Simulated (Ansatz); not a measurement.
**Li2O (Fm-3m): how the settings move a single-point run**

Aim: see which settings change the result for Li2O (Fm-3m), by how much, and at what cost.

Computed with Ansatz 0.2.0 (reference: DFT PBE, scalar-relativistic, plane waves, PAW, unless a step's input says otherwise).

### Step 1. The system as given

Symmetry: Fm-3m, No. 225, cubic system. The conventional cell has a = 4.619 Å, b = 4.619 Å, c = 4.619 Å, α = 90.00°, β = 90.00°, γ = 90.00°. Li (site symmetry -43m) is surrounded by 4 O at 2.00 Å. O (site symmetry m-3m) has 8 Li at 2.00 Å in its first shell of neighbours.

Structure file:

```xyz
3
Lattice="0.0000 2.3095 2.3095 2.3095 0.0000 2.3095 2.3095 2.3095 0.0000" Properties=species:S:1:pos:R:3 pbc="T T T"
Li    1.1548    1.1548    1.1548
Li    3.4643    3.4643    3.4643
O     0.0000    0.0000    0.0000
```

### Step 2. Baseline

input.yaml reads:

```yaml
crystal:
  lattice:
    - [0.0, 2.3095007135, 2.3095007135]
    - [2.3095007135, 0.0, 2.3095007135]
    - [2.3095007135, 2.3095007135, 0.0]
  atoms:
    - { symbol: Li, position: [0.25, 0.25, 0.25] }
    - { symbol: Li, position: [0.75, 0.75, 0.75] }
    - { symbol: O, position: [0.0, 0.0, 0.0] }
basis:
  ecutwfc: 420
  ecutrho_ratio: 4
kpoints:
  mp_grid: { grid: [8, 8, 8] }
hamiltonian:
  xc: pbe
scf:
  occupations: { method: gaussian, width: 0.05 }
output:
  forces: true
  stress: true
  eigenvalues: true
```

The run is started by

```console
> ansatz run input.yaml --threads 4 --pin off --max-ram 8192MiB --backend cpu --events-out ev --progress --plain --runs-dir out
```

### Step 3. Variant: ecutwfc 22.0 Ry

input.yaml, as its differences from that of step 2:

```diff
@@ -10,3 +10,3 @@
 basis:
-  ecutwfc: 420
+  ecutwfc: "22.0 Ry"
   ecutrho_ratio: 4
@@ -21,2 +21 @@
   stress: true
-  eigenvalues: true
```

### Step 4. Changing settings: ecutrho_ratio 6, lower_state_search light, preconditioner local_kerker

input.yaml, as its differences from that of step 2:

```diff
@@ -11,3 +11,3 @@
   ecutwfc: 420
-  ecutrho_ratio: 4
+  ecutrho_ratio: 6
 kpoints:
@@ -18,2 +18,4 @@
   occupations: { method: gaussian, width: 0.05 }
+  lower_state_search: light
+  mixing: { preconditioner: local_kerker }
 output:
@@ -21,2 +23 @@
   stress: true
-  eigenvalues: true
```

### Step 5. Variant: accuracy high

input.yaml, as its differences from that of step 2:

```diff
@@ -21,2 +21,6 @@
   stress: true
-  eigenvalues: true
+  write_density: true
+  write_potential: true
+  elf: true
+  volumetric_format: npy
+accuracy: high
```

**Question.** What will these runs give? Wanted: for each run, ending; energy change; pressure; gap; force.

The runs gave:

| run | ending | energy change | pressure (GPa) | gap (eV) | force (eV/Å) | cycles | time |
| --- | --- | --- | --- | --- | --- | --- | --- |
| reference | converged | 0 | 0.4 | 4.99 | 0.00 | 6 | 0.32 s |
| 1: ecutwfc 22.0 Ry | converged | +157.3 meV/atom | 0.6 | 4.97 | 0.00 | 6 | 0.26 s |
| 2: ecutrho_ratio 6, lower_state_search light, preconditioner local_kerker | converged | 0.0 meV/atom | 0.4 | 4.99 | 0.00 | 6 | 0.33 s |
| 3: accuracy high | converged | 0.0 meV/atom | 0.4 | 4.99 | 0.00 | 8 | 0.43 s |

Times don't compare one to one where runs were asked for different outputs or read a saved state (see the inputs); cycles may leave out searches for a lower state.

Residual by cycle in the longest SCF loop of each run; runs are numbered as in the table. The quantity is the density residual dr2, in eV.

| cycle | reference | run 1 | run 2 | run 3 |
| --- | --- | --- | --- | --- |
| 1 | 1.1e-5 | 0.0199 | 1.2e-5 | 1.2e-5 |
| 2 | 6.8e-5 | 0.00203 | 6.3e-5 | 6.9e-5 |
| 3 | 1.5e-5 | 8.1e-5 | 2.9e-6 | 1.5e-5 |
| 4 | 2.0e-7 | 4.6e-6 | 1.1e-6 | 2.1e-7 |
| 5 | 2.2e-8 | 1.2e-7 | 2.2e-8 | 2.3e-8 |
| 6 | 2.4e-9 | 3.9e-10 | 3.3e-9 | 2.6e-9 |
| 7 | - | - | - | 3.5e-10 |
| 8 | - | - | - | 1.9e-11 |

Of the converged runs whose energies compare with the reference's, «ecutwfc 22.0 Ry» moves the energy most (+157.3 meV/atom). Run 1 ran under the cutoff that the potentials recommend, as the log warns, so basis error is mixed into its values.

The gaps are Kohn-Sham values of a semilocal functional, not quasiparticle or optical gaps. Such gaps usually fall short of the measured ones.
